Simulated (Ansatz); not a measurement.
A run of Ansatz 0.2.0:

input.yaml

```yaml
crystal:
  lattice:
    - [3.5375, 0.0, 0.0]
    - [-1.76875, 3.0635648659, 0.0]
    - [0.0, 0.0, 5.5546]
  atoms:
    - { symbol: Tm, position: [0.672984, 0.341143, 0.746507], spin: 2.0 }
    - { symbol: Tm, position: [0.321504, 0.647481, 0.246478], spin: 2.0 }
kpoints:
  mp_grid: { grid: [9, 9, 5] }
scf:
  occupations: { method: fermi_dirac, width: 0.05 }
hamiltonian:
  xc: pbesol
  pseudopotentials: { kind: all_electron, lapw: { basis_error: 0.001 } }
magnetization:
  spin_polarized: true
output:
  forces: true
  stress: true
  eigenvalues: true
  populations: true
```

Potentials or basis: all-electron LAPW, scalar-relativistic.

The run is started by

```console
$ ansatz run input.yaml --threads 2 --pin off --max-ram 6144MiB --backend cpu --events-out ev --progress --plain --runs-dir out
```

Hardware: 2 threads of AMD EPYC 7R43 64-Core Processor (Zen 3) (shared host).

Task: Estimate the wall time of this run.

Result: Run time: 6.9 min on 2 threads of AMD EPYC 7R43 64-Core Processor (Zen 3), on a shared host, peak memory 1.2 GiB. Counts: scf iterations 33, plane waves 311, k points 203, bands 42.
